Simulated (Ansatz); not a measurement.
## Zn under changes of volume

One of the cells (15.451 Å³/atom); the others are scaled copies at fixed shape and fractional positions:

```
CELL_PARAMETERS angstrom
-1.56904 1.56904 1.56904
1.56904 -1.56904 1.56904
1.56904 1.56904 -1.56904
ATOMIC_POSITIONS crystal
Zn 0.00000 0.00000 0.00000
```

This isn't the form of Zn at room conditions, which is hcp.

| Quantity | Value |
| --- | --- |
| Program | Ansatz 0.2.0 |
| Functional | r2SCAN |
| Potentials or basis | Ansatz PAW |
| Cutoff | 500 eV (not typed: the program's choice for these potentials) |
| k mesh | 12 × 12 × 12 |
| Occupations | fermi-dirac, width 0.05 eV |
| Spin | no spin polarisation |

```csv
volume (Å³/atom),energy over the lowest point (meV/atom),pressure (GPa)
14.524,0.00,-0.9
14.833,3.41,-2.5
15.142,9.84,-3.9
15.451,18.74,-5.1
15.760,29.59,-6.1
16.069,?,?
16.378,56.03,-7.7
```

**Question.** What does the run at 16.069 Å³/atom give?

**Answer.** Energy over the lowest point 42.07 meV/atom; pressure -6.9 GPa.

Worked out: A Birch-Murnaghan fit of order 3 (a polynomial in V^(-2/3)) to the other rows has its minimum at 14.38 Å³/atom, just outside them, with B0 = V·E''(V) = 94 GPa and B' = 7.3. It gives 42.16 meV/atom at 16.069 Å³/atom, against the run's 42.07, and -dE/dV = -6.9 GPa, against -6.9.

Energies are extrapolated to zero smearing.

Caveats: the PAW data sets come from PBE, with cores solved anew for the run's functional, which leaves a small shift of forces and pressure.
